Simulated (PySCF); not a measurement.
Species: C3H4N2.
Structure used (PBE0-D3(BJ)/def2-SVP), in Å, numbered top down from 1:
```
atom  x, y, z in Å
C1     0.249    0.471   -0.868
C2     1.202    0.191    0.137
N3     0.653   -0.426    1.174
N4    -0.630   -0.546    0.853
C5    -0.935   -0.028   -0.359
H6     0.400    0.967   -1.823
H7     2.268    0.419    0.143
H8    -1.261   -0.999    1.501
H9    -1.946   -0.050   -0.759
```

Level: PBE0/pcSseg-1 and B3LYP/def2-SVPD in PySCF, non-relativistic, on one gas-phase PBE0-D3(BJ)/def2-SVP geometry that isn't relaxed in the solvent. The solvent is an IEF-PCM continuum (cavity from Bondi-type radii × 1.2). The model holds no explicit solvent molecules, cavitation or dispersion.

Gas phase at PBE0/pcSseg-1: HOMO -7.25 eV, LUMO 0.53 eV, dipole 2.32 D.

Task: What does the continuum do to the energy, the frontier levels and the dipole at PBE0/pcSseg-1 in chloroform?

Result: 
```tsv
solvent	ε	E(solvent) − E(gas) (kcal/mol)	polarisation term (kcal/mol)	distortion of the solute (kcal/mol)	HOMO (eV)	LUMO (eV)	dipole (D)
chloroform	4.711	-5.22	-5.81	0.59	-7.31	0.50	2.86
```

The polarisation term is half the interaction of the solute with the surface charges that it induces; the rest is the cost of distorting the solute's density. The sum is the electrostatic part of solvation alone.

Task: Which radius a makes the point-dipole formula ΔE = −[(ε − 1)/(2ε + 1)]·μ²/a³ give the value in chloroform, with the gas-phase dipole?

Result: μ = 0.912 au and |ΔE| = 0.00832 Eh give a = 1.74 Å; the farthest nucleus lies 2.31 Å from the centroid of the nuclei, so such a sphere wouldn't even hold the nuclei. The formula assumes a rigid point dipole at the centre of a sphere.

Task: Which Hirshfeld charges (PBE0/pcSseg-1) respond most in chloroform (means over atoms taken as equivalent)?

Result: 
```csv
atoms,environment,gas (e),solvent (e),change
N3,pyridine-type nitrogen,-0.158,-0.185,-0.027
H8,N–H hydrogen,+0.159,+0.173,+0.014
H9,aromatic hydrogen,+0.065,+0.077,+0.012
C2,aromatic CH next to a ring nitrogen,-0.033,-0.043,-0.010
C5,aromatic CH next to a ring nitrogen,-0.024,-0.017,+0.007
C1,aromatic CH carbon,-0.104,-0.109,-0.005
N4,pyrrole-type nitrogen,-0.017,-0.012,+0.005
H6,aromatic hydrogen,+0.054,+0.058,+0.004
H7,aromatic hydrogen,+0.057,+0.058,+0.001
```

Task: Which Mayer bond orders change most in chloroform?

Result: 
| bond | length (Å) | gas | solvent | change |
| --- | --- | --- | --- | --- |
| N4–C5 | 1.353 | 1.152 | 1.173 | +0.021 |
| C5–C1 | 1.381 | 1.462 | 1.450 | -0.012 |
| N4–H8 | 1.012 | 0.936 | 0.927 | -0.009 |
| C2–N3 | 1.326 | 1.539 | 1.532 | -0.007 |
| C1–C2 | 1.413 | 1.337 | 1.343 | +0.006 |
| C2–H7 | 1.090 | 0.978 | 0.976 | -0.002 |
| N3–N4 | 1.328 | 1.208 | 1.209 | +0.001 |
| C1–H6 | 1.087 | 0.983 | 0.983 | 0.000 |

Task: How do the nuclear quadrupole coupling constants eQVzz/h respond in chloroform?

Result: 
```csv
nucleus,Q (barn),gas (MHz),solvent (MHz),η gas,η solvent
14N at N3,0.02044,-4.97,-4.79,0.58,0.62
14N at N4,0.02044,-3.37,-3.17,0.41,0.54
```

Gas phase at B3LYP/def2-SVPD: HOMO -7.06 eV, LUMO 0.13 eV, dipole 2.29 D.

Task: What does the continuum do to the energy, the frontier levels and the dipole at B3LYP/def2-SVPD in chloroform?

Result: 
```csv
solvent,ε,E(solvent) − E(gas) (kcal/mol),polarisation term (kcal/mol),distortion of the solute (kcal/mol),HOMO (eV),LUMO (eV),dipole (D)
chloroform,4.711,-4.92,-5.58,0.66,-7.09,0.14,2.90
```

Task: How does the static polarisability (B3LYP/def2-SVPD, frozen core, with the continuum's full static response) change?

Result: 
| medium | isotropic (au) | principal values (au) | ⟨r²⟩ of the electrons (bohr²) |
| --- | --- | --- | --- |
| gas | 47.0 | 31.7, 53.0, 56.2 | 286.2 |
| chloroform | 58.5 | 38.8, 66.7, 69.9 | 285.8 |

The isotropic value in chloroform is 1.24 times the gas-phase one; no cavity-field correction is applied. ⟨r²⟩ is taken about the centre of nuclear charge.
